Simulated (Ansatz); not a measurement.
# PtSe2 (Sudovikovite) (P-3m1) in Ansatz: band structure with HF

Aim: the band structure of PtSe2 (Sudovikovite) with HF.

Program: Ansatz 0.2.0. These are calculated values, not measurements. Logs are shortened: lines on timing, memory, paths and dates and some standing lists are left out, and cuts for length are marked.

## (1) The crystal as given

The structure is trigonal, space group P-3m1 (No. 164). The conventional cell has a = 3.724 Å, b = 3.724 Å, c = 5.062 Å, α = 90.00°, β = 90.00°, γ = 120.00°. Around Pt (site symmetry -3m) lie 6 Se at 2.49 Å. Se (site symmetry 3m) has 3 Pt at 2.49 Å as nearest neighbours.

## (2) Band structure, HF

Contents of input.yaml:

```yaml
crystal:
  lattice:
    - [3.724, 0.0, 0.0]
    - [-1.862, 3.2250786037, 0.0]
    - [0.0, 0.0, 5.062]
  atoms:
    - { symbol: Pt, position: [0.0, 0.0, 0.0] }
    - { symbol: Se, position: [0.6666666667, 0.3333333333, 0.75] }
    - { symbol: Se, position: [0.3333333333, 0.6666666667, 0.25] }
hamiltonian:
  xc: hf
  pseudopotentials: { kind: paw }
kpoints:
  mp_grid: { grid: [4, 4, 3] }
  band_path:
    path:
      - [[0.0, 0.0, 0.0], [0.5, 0.0, 0.0], [0.3333333333, 0.3333333333, 0.0], [0.0, 0.0, 0.0], [0.0, 0.0, 0.5], [0.5, 0.0, 0.5], [0.3333333333, 0.3333333333, 0.5], [0.0, 0.0, 0.5]]
      - [[0.5, 0.0, 0.5], [0.5, 0.0, 0.0]]
      - [[0.3333333333, 0.3333333333, 0.0], [0.3333333333, 0.3333333333, 0.5]]
    npoints: 4
scf:
  occupations: { method: fermi_dirac, width: 0.05 }
  n_extra_bands: 7
output:
  forces: true
  stress: true
  eigenvalues: true
  fatbands: false
```

Potentials or basis: Ansatz PAW.

Command:

```bash
> ansatz run input.yaml --threads 2 --pin off --max-ram 5632MiB --backend cpu --events-out ev --progress --plain --runs-dir out
```

Log:

```text
Warning: output.stress: scf.convergence.dr2_threshold = 1e-7 eV (the SCF's general default) is looser than the 3e-10 eV advised for a printed stress (1e-10 eV for each atom of the cell: 3). What an SCF threshold leaves in a stress goes as its square root, and in the free energy as the threshold itself, and one threshold admits the most on a small cell: of the crystals measured, under no hybrid functional and no lock of the moments, on runs that ended without the residual-converged pass, on stresses that held no estimate of that error, the worst erred by over 100 MPa in a component at 1e-7 eV an atom and by under 5 at 1e-10. Set scf.convergence.dr2_threshold to 3e-10 eV or tighter. The threshold is an SCF's pass mark: one that does not reach it within its budget of iterations ends unconverged, or closes short of it on a stop that the run arms, and scf.convergence.dr2_threshold's page says what that costs each kind of run
Warning: output.stress: scf.exx.energy_threshold = 1e-6 eV is looser than the 3e-8 eV advised for a stress under a hybrid functional (1e-8 eV for each atom of the cell: 3). Every SCF of the exchange loop can meet its threshold on dr2 while the loop round them stops early: no threshold on dr2 bounds what that leaves in the stress. Set scf.exx.energy_threshold to 3e-8 eV or tighter. The threshold is the loop's pass mark: a loop that does not reach it within its budget of cycles ends unconverged, and scf.exx.energy_threshold's page has the law
Warning: RAYON_NUM_THREADS=2 ignored (pool sized by the plan → 2); use --threads N
scf.n_extra_bands = 7 over 25 filled bands (N_el = 50.0): the run solves 32 bands
Engine: ansatz 0.2.0, aarch64-unknown-linux-gnu
Pseudopotentials: kind: paw
Pseudopotential: Pt, paw, valence charge 18, recommended cutoff 420 eV (normal), Pt.paw.azcp
Pseudopotential: Se, paw, valence charge 16, recommended cutoff 420 eV (normal), Se.paw.azcp
Functional definition: HF
  exchange = exact_x
  correlation = 0
Crystal: 3 atoms, lattice volume = 60.796 Å³
Basis set: ecut = 420 eV, 1205 PW (Γ)
Bands: 32, of which v1, the nominal top of the filled ones, is band 25 counted from 1 (24 counted from 0)
Symmetry: 12 space group operations
Space group: P-3m1 (ITA 164), of the structure as read, at distance tolerance 3.9e-5 Å
k-points: 9 of 48
Non-local potential: Pt, projectors of the file, l = 0: 3, l = 1: 2, l = 2: 2, l = 3: 1
Non-local potential: Se, projectors of the file, l = 0: 2, l = 1: 2, l = 2: 3, l = 3: 1
PAW form: soft (Blöchl's): semilocal exchange-correlation on the pseudo side does not see the compensation charge
PAW frozen core: Pt, regenerated for the run's functional, and the local potential with it (the file was generated under x = pbe(κ = 0.804, μ = 0.2195149727645171), c = pbe(β = 0.06672455060314922))
PAW frozen core: Se, regenerated for the run's functional, and the local potential with it (the file was generated under x = pbe(κ = 0.804, μ = 0.2195149727645171), c = pbe(β = 0.06672455060314922))
PAW one-centre angular grid: Pt, 590 points (default); XC on 64 Gauss nodes
PAW one-centre angular grid: Se, 590 points (default); XC on 64 Gauss nodes
Initial density: superposition of atomic densities (neutral atoms: chi_scale 0, normalization atom), corrected by the library's trained network
Initial wavefunctions: pseudopotential atomic-orbital guess
Functional: x = pbe(κ = 0.804, μ = 0.2195149727645171), c = none, warm-up for x = 0 pbe(κ = 0.804, μ = 0.2195149727645171) + 1 exact, c = none
SCF iter   1: F=—  HF=-23240.234538 eV  |F-HF|=—  |Δ(HF+E_count)|=         —  Δρ=2.28e-2  dr2=4.28e-1  ethr=1.77e-3  ⟨swp⟩=9.2  Hψ=1234  notcnv=0
preconditioner: auto → none  [insulator: Δε(μ)=0.708 eV  Ē_g=11.599 eV  σ=0.050 eV  W_gap=0.75  n_scr=22 (ndim 8)  ℏωp=22.3 eV  f_vac=0.035  D(μ)=0.73/eV (n_scr^D=2)]
SCF iter   2: F=—  HF=-23240.314237 eV  |F-HF|=—  |Δ(HF+E_count)|=   7.97e-2  Δρ=2.72e-2  dr2=9.10e-1  ethr=8.57e-4  ⟨swp⟩=4.1  Hψ=769  notcnv=0  defer=2
SCF iter   3: F=—  HF=-23240.154576 eV  |F-HF|=—  |Δ(HF+E_count)|=   1.60e-1  Δρ=6.46e-3  dr2=5.44e-2  ethr=8.57e-4  ⟨swp⟩=3.0  Hψ=673  notcnv=0
iter 4 solved again at ethr=8.49e-7 eV; its pass at ethr=1.09e-4 eV (dr2=4.24e-4 eV) is discarded
SCF iter   4: F=—  HF=-23240.144537 eV  |F-HF|=—  |Δ(HF+E_count)|=   1.00e-2  Δρ=9.50e-4  dr2=4.42e-4  ethr=8.49e-7  ⟨swp⟩=3.0  Hψ=1271  notcnv=0
SCF iter   5: F=—  HF=-23240.144501 eV  |F-HF|=—  |Δ(HF+E_count)|=   3.66e-5  Δρ=1.72e-4  dr2=2.02e-5  ethr=8.49e-7  ⟨swp⟩=3.0  Hψ=590  notcnv=0
SCF iter   6: F=—  HF=-23240.144502 eV  |F-HF|=—  |Δ(HF+E_count)|=   1.26e-6  Δρ=6.48e-5  dr2=2.33e-6  ethr=4.03e-8  ⟨swp⟩=3.0  Hψ=623  notcnv=0
SCF iter   7: F=—  HF=-23240.144503 eV  |F-HF|=—  |Δ(HF+E_count)|=   1.01e-6  Δρ=1.75e-5  dr2=2.75e-7  ethr=4.66e-9  ⟨swp⟩=3.0  Hψ=618  notcnv=0
SCF iter   8: F=—  HF=-23240.144503 eV  |F-HF|=—  |Δ(HF+E_count)|=   8.86e-9  Δρ=4.11e-6  dr2=1.33e-8  ethr=5.49e-10  ⟨swp⟩=3.2  Hψ=548  notcnv=0
SCF iter   9: F=-23240.144503 eV  HF=-23240.144503 eV  |F-HF|=8.73e-11  |Δ(HF+E_count)|=   3.11e-9  Δρ=5.70e-7  dr2=7.92e-11  ethr=2.66e-11  ⟨swp⟩=3.9  Hψ=641  notcnv=0
[... 63 lines left out ...]
SCF iter   6: F=—  HF=-23250.804258 eV  |F-HF|=—  |Δ(HF+E_count)|=  1.78e-10  Δρ=8.43e-7  dr2=8.42e-10  ethr=6.13e-12  ⟨swp⟩=4.7  Hψ=774  notcnv=0  defer=5
SCF iter   7: F=-23250.804258 eV  HF=-23250.804258 eV  |F-HF|=5.82e-11  |Δ(HF+E_count)|=  4.00e-11  Δρ=2.89e-7  dr2=9.53e-11  ethr=1.67e-12 (applied; sched 1.06e-12)  ⟨swp⟩=3.8  Hψ=622  notcnv=0  defer=5
SCF 6 converged in 7 iterations: F = -23250.804258 eV  dr2 = 9.53e-11
  Residual-converged pass: ⟨swp⟩=3.0  Hψ=667  notcnv=0  max |occ|·‖R‖ = 2.3e-7 eV (tolerance 2.7e-7 eV)  dr2=9.57e-11  dr2_onsite=2.71e-12  max |Δocc| = 0.0e0
hybrid outer 5: dexx = +1.367e-5 eV, tail = 5.71e-7 eV, Δε = 4.17e-3 eV (about 8.55e-4 eV left of the loop's levels), ΔF = 3.17e-3 eV/Å (tail 3.58e-3)
Frozen-core exchange: fock
SCF iter   1: F=—  HF=-23250.804259 eV  |F-HF|=—  |Δ(HF+E_count)|=         —  Δρ=5.23e-6  dr2=7.86e-9  ethr=5.69e-9  ⟨swp⟩=7.1  Hψ=680  notcnv=0
preconditioner: auto → none  [insulator: Δε(μ)=4.523 eV  Ē_g=21.308 eV  σ=0.050 eV  W_gap=1.00  n_scr=22 (ndim 8)  ℏωp=22.3 eV  f_vac=0.051  D(μ)=0.00/eV (n_scr^D=0)]
SCF iter   2: F=—  HF=-23250.804259 eV  |F-HF|=—  |Δ(HF+E_count)|=   1.41e-8  Δρ=3.38e-6  dr2=2.29e-9  ethr=1.10e-11  ⟨swp⟩=4.8  Hψ=854  notcnv=0  defer=2
SCF iter   3: F=—  HF=-23250.804259 eV  |F-HF|=—  |Δ(HF+E_count)|=  6.80e-10  Δρ=1.18e-6  dr2=6.33e-10  ethr=3.29e-12  ⟨swp⟩=3.8  Hψ=656  notcnv=0  defer=4
SCF iter   4: F=-23250.804259 eV  HF=-23250.804259 eV  |F-HF|=3.24e-10  |Δ(HF+E_count)|=  8.00e-11  Δρ=5.82e-7  dr2=4.03e-10  ethr=1.67e-12 (applied; sched 1.00e-12)  ⟨swp⟩=3.1  Hψ=622  notcnv=0
SCF 7 converged in 4 iterations: F = -23250.804259 eV  dr2 = 4.03e-10
  Residual-converged pass: ⟨swp⟩=3.1  Hψ=688  notcnv=0  max |occ|·‖R‖ = 2.4e-7 eV (tolerance 2.7e-7 eV)  dr2=4.05e-10  dr2_onsite=1.18e-11  max |Δocc| = 0.0e0
hybrid outer 6: dexx = +2.662e-8 eV, tail = 6.32e-9 eV, Δε = 8.67e-5 eV (about 2.40e-5 eV left of the loop's levels), ΔF = 1.62e-3 eV/Å (tail 1.07e-3)
Frozen-core exchange: fock
SCF iter   1: F=—  HF=-23250.804259 eV  |F-HF|=—  |Δ(HF+E_count)|=         —  Δρ=1.37e-6  dr2=7.96e-10  ethr=6.30e-11  ⟨swp⟩=8.3  Hψ=725  notcnv=0
preconditioner: auto → none  [insulator: Δε(μ)=4.523 eV  Ē_g=21.307 eV  σ=0.050 eV  W_gap=1.00  n_scr=22 (ndim 8)  ℏωp=22.3 eV  f_vac=0.051  D(μ)=0.00/eV (n_scr^D=0)]
SCF iter   2: F=—  HF=-23250.804259 eV  |F-HF|=—  |Δ(HF+E_count)|=  2.47e-10  Δρ=1.01e-6  dr2=4.91e-10  ethr=1.91e-12 (applied; sched 1.35e-12)  ⟨swp⟩=4.6  Hψ=676  notcnv=0  defer=4
SCF iter   3: F=-23250.804259 eV  HF=-23250.804259 eV  |F-HF|=1.75e-10  |Δ(HF+E_count)|=  1.96e-10  Δρ=7.42e-7  dr2=2.53e-10  ethr=1.41e-12 (applied; sched 1.00e-12)  ⟨swp⟩=2.7  Hψ=523  notcnv=0
SCF 8 converged in 3 iterations: F = -23250.804259 eV  dr2 = 2.53e-10
  Residual-converged pass: ⟨swp⟩=3.0  Hψ=694  notcnv=0  max |occ|·‖R‖ = 2.4e-7 eV (tolerance 2.7e-7 eV)  dr2=2.53e-10  dr2_onsite=6.02e-12  max |Δocc| = 0.0e0
hybrid outer 7: dexx = +1.490e-9 eV, tail = 5.96e-10 eV, Δε = 2.48e-5 eV (about 1.47e-5 eV left of the loop's levels), ΔF = 1.09e-4 eV/Å (tail 2.73e-4)
NSCF: frozen V_eff on 39 k-points
hybrid SCF converged: 7 outer / 42 inner (+9 warm-up), last move |dexx| = 1.49e-9 eV, tail = 5.96e-10 eV
Stability not checked: this state was not tested for a lower state beside it, because the functional holds exact exchange (a hybrid, or Hartree-Fock), whose exchange loop this test does not read (fock_operator; see scf.lower_state_search)
Free energy (F): -23250.804259 eV
Frozen-core exchange: fock
Harris-Foulkes:  -23250.804259 eV  (|F-HF|=1.75e-10)
Internal energy: -23250.804259 eV  (E = F + TS)
E sigma→0 (E₀):  -23250.804259 eV
Fermi energy:    14.792631 eV
--- Per-component energies (eV) ---
  E_band       = -1530.752127
  E_kinetic    = 867.795983
  E_local      = -6754.789313  (includes V_loc(G=0)·N_el)
  E_nonlocal   = -1005.250699
  E_hartree    = 3138.942722
  E_xc         = 0.000000
  E_vxc        = 0.000000  (∫ρ·V_xc dr)
  E_exx        = -888.246597  (= α·E_x^exact, valence–valence)
  E_paw        = -12635.725140  (= ΣΔE_a)
  E_vpaw       = 860.100300  (= ΣTr[D̂ρ^β])
  E_aug_tail   = -0.001025  (compensation charges beyond the density's cutoff)
  E_ewald      = -5957.935364
  E_core_change = -15.594827  (= ΣΔE_core)
  E_smearing   = -0.000000  (= −TS)
  E_closure    = 0.000001  (closes the sum)
  Σ components = -23250.804259   (vs F -23250.804259, Δ=0.00e0)
--- Forces (eV/Å), atoms counted from 1 ---
  atom   1  Pt     0.00000000    -0.00000000     0.00000000
  atom   2  Se    -0.00000000     0.00000000     0.21345378
  atom   3  Se     0.00000000    -0.00000000    -0.21345378
  max |Σ_I F_I| component: 1.58e-30 eV/Å
--- Stress (GPa, compression-positive) ---
        5.046376       0.000000       0.000000
        0.000000       5.046376       0.000000
        0.000000       0.000000      10.732220
  P = ⅓ Tr σ = 6.9417 GPa (69.417 kbar)
--- Band table (eV; the first three rows and the last of 9) ---
  k-point 0: bands = ["-106.1012", "-55.1553", "-55.1553", "-55.0666", "-52.3154", "-52.3154", "-52.3084", "-52.3084", "-52.2532", "-52.2532", "-52.2440", "-52.2440", "-52.2218", "-52.2205", "-10.0337", "-5.8369", "0.5318", "1.9225", "1.9225", "3.9335", "3.9335", "6.0030", "10.3641", "10.3641", "12.5762", "18.5924", "18.5924", "21.2786", "23.1301", "25.8924", "25.8924", "30.8178"]
  k-point 1: bands = ["-106.1012", "-55.1559", "-55.1559", "-55.0668", "-52.3153", "-52.3153", "-52.3084", "-52.3084", "-52.2521", "-52.2521", "-52.2450", "-52.2450", "-52.2220", "-52.2203", "-9.4965", "-7.0647", "1.7417", "1.9736", "1.9736", "3.9023", "3.9023", "6.8658", "10.0045", "10.0045", "10.0682", "19.5826", "19.5826", "22.2668", "24.8072", "25.2879", "25.2879", "28.4882"]
  k-point 2: bands = ["-106.1009", "-55.1544", "-55.1543", "-55.0652", "-52.3145", "-52.3129", "-52.3120", "-52.3096", "-52.2512", "-52.2499", "-52.2481", "-52.2448", "-52.2213", "-52.2207", "-9.0802", "-6.3272", "1.3858", "1.9963", "2.7210", "3.4450", "4.1352", "5.3910", "7.3115", "8.8501", "10.2648", "18.5508", "19.3944", "22.9595", "25.5324", "26.4161", "26.7661", "27.1700"]
  k-point 8: bands = ["-106.1009", "-55.1553", "-55.1529", "-55.0636", "-52.3150", "-52.3133", "-52.3116", "-52.3103", "-52.2516", "-52.2489", "-52.2474", "-52.2459", "-52.2209", "-52.2208", "-7.4730", "-7.0336", "1.4491", "1.6336", "3.0169", "3.8297", "4.1136", "4.6975", "6.2016", "7.8107", "8.2336", "18.1472", "19.5278", "24.7099", "25.2126", "25.9525", "27.6848", "27.9877"]
```

Run time: 2.3 min. Hardware: 2 threads of Arm Neoverse V2, shared host; peak memory 0.89 GiB.

What came out:

```
Free energy             : -23250.8043 eV
Pressure                : 6.9 GPa
Largest force           : 0.213 eV/Å
Band gap on the k mesh  : 4.52 eV, indirect (least direct gap 6.02 eV)
Band gap along the path : 4.67 eV, indirect (least direct gap 6.02 eV)
```

Forces in eV/Å, atoms in the order of the input:
```
Pt   0.000  0.000  0.000
Se   0.000  0.000  0.213
Se   0.000  0.000 -0.213
```

Levels at the corners of the path, in eV from the valence-band top:
```csv
point,band 22,band 23,band 24,band 25,band 26,band 27,band 28,band 29
Γ,-6.57,-2.21,-2.21,0.00,6.02,6.02,8.70,10.55
M,-6.78,-5.94,-5.75,-5.60,5.47,7.72,10.28,11.54
K,-8.58,-4.63,-4.63,-4.50,4.70,4.70,9.71,13.85
Γ,-6.57,-2.21,-2.21,0.00,6.02,6.02,8.70,10.55
A,-4.65,-4.04,-2.70,-2.70,7.41,7.41,10.20,12.41
L,-8.03,-6.74,-4.81,-2.73,5.61,6.79,10.33,10.62
H,-7.47,-6.61,-6.18,-6.18,7.36,7.36,13.46,13.46
A,-4.65,-4.04,-2.70,-2.70,7.41,7.41,10.20,12.41
L,-8.03,-6.74,-4.81,-2.73,5.61,6.79,10.33,10.62
M,-6.78,-5.94,-5.75,-5.60,5.47,7.72,10.28,11.54
K,-8.58,-4.63,-4.63,-4.50,4.70,4.70,9.71,13.85
H,-7.47,-6.61,-6.18,-6.18,7.36,7.36,13.46,13.46
```

Caveat: the k mesh is coarse (spacing up to 0.49 Å⁻¹), so the values aren't converged, least of all with exact exchange; spin-orbit coupling is left out, which moves the levels of the heavy elements; the PAW data sets come from PBE, with cores solved anew for the run's functional, which leaves a small shift of forces and pressure; the thresholds are loose for stress.
